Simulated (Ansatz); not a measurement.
CdTe under changes of volume

One of the cells (32.922 Å³/atom); the others are scaled copies at fixed shape and fractional positions:

```
Te Cd
1.0
     0.00000    3.20500    3.20500
     3.20500    0.00000    3.20500
     3.20500    3.20500    0.00000
Te Cd
1 1
Direct
  0.75000 0.75000 0.75000
  0.00000 0.00000 0.00000
```

* Program: Ansatz 0.2.0
* Functional: r2SCAN0
* Potentials or basis: Ansatz PAW
* Cutoff: 500 eV (not typed: the program's choice for these potentials)
* k mesh: 4 × 4 × 4
* Occupations: fermi-dirac, width 0.05 eV
* Spin: no spin polarisation

```tsv
volume (Å³/atom)	energy over the lowest point (meV/atom)	pressure (GPa)	gap on the mesh (eV)
30.947	76.19	6.8	2.94
31.605	51.04	5.4	2.86
32.263	31.60	4.1	2.79
32.922	?	?	?
33.580	7.57	1.8	2.64
34.239	1.90	0.9	2.57
34.897	0.00	0.0	2.50
```

Problem. What does the run at 32.922 Å³/atom give?

Solution. Energy over the lowest point 17.32 meV/atom; pressure 2.9 GPa; gap on the mesh 2.71 eV.

Worked out: A Birch-Murnaghan fit of order 3 (a polynomial in V^(-2/3)) to the other rows has its minimum at 34.94 Å³/atom, just outside them, with B0 = V·E''(V) = 42 GPa and B' = 4.8. It gives 17.27 meV/atom at 32.922 Å³/atom, against the run's 17.32, and -dE/dV = 2.9 GPa, against 2.9. A straight line through the other rows of the gap, of slope -3.66 eV per unit of ln V (its deformation potential), gives 2.71 eV, against the run's 2.71.

Energies are extrapolated to zero smearing.

Caveats: some runs use coarse meshes; spin-orbit coupling is left out, which moves the levels of the heavy elements; the PAW data sets come from PBE, with cores solved anew for the run's functional, which leaves a small shift of forces and pressure; the thresholds are loose for stress.
